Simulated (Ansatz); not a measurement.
**Equation of state of BaTiO3 under r2SCAN**

```
Ba Ti O
1.0
     4.00600    0.00000    0.00000
     0.00000    4.00600    0.00000
     0.00000    0.00000    4.00600
Ba Ti O
1 1 3
Direct
  0.50000 0.50000 0.50000
  0.00000 0.00000 0.00000
  0.00000 0.00000 0.50000
  0.00000 0.50000 0.00000
  0.50000 0.00000 0.00000
```

The cell was scaled at fixed shape and fractions and run with Ansatz, Ansatz PAW, cutoff 500 eV; r2SCAN, k mesh 7 × 7 × 7 on the cell of 5 atoms, fermi-dirac occupations of 0.05 eV, no spin polarisation, no spin-orbit coupling. The potentials were made for PBE. Energies are those that the program minimises, any entropy of the smearing included.

```tsv
V (Å³/atom)	energy over the lowest row (meV/atom)
12.0862	20.44
12.3434	6.91
12.6005	0.34
12.8577	0.00
13.1148	?
13.3720	15.47
13.6291	30.19
```

Problem. Fit the third-order Birch-Murnaghan form, give V0, B0 and B′, and predict the energy left open.

Solution. With y = (V0/V)^(2/3), E = E0 + (9 V0 B0/16) [(y - 1)³ B′ + (y - 1)² (6 - 4y)]. Least squares through the rows shown give V0 = 12.7430 Å³/atom, E0 = -0.58 meV, B0 = 180.7 GPa (1 eV/Å³ = 160.218 GPa) and B′ = 4.44, with a largest miss of 0.01 meV. At V = 13.1148 the form with these constants gives 5.23 meV; the run gave 5.24 meV an atom. Measured volume: 12.89 Å³/atom (pmc:7004307, doi:10.1371/journal.pone.0228644), so the fit lies -1.1 % from it. The runs are for a static lattice.
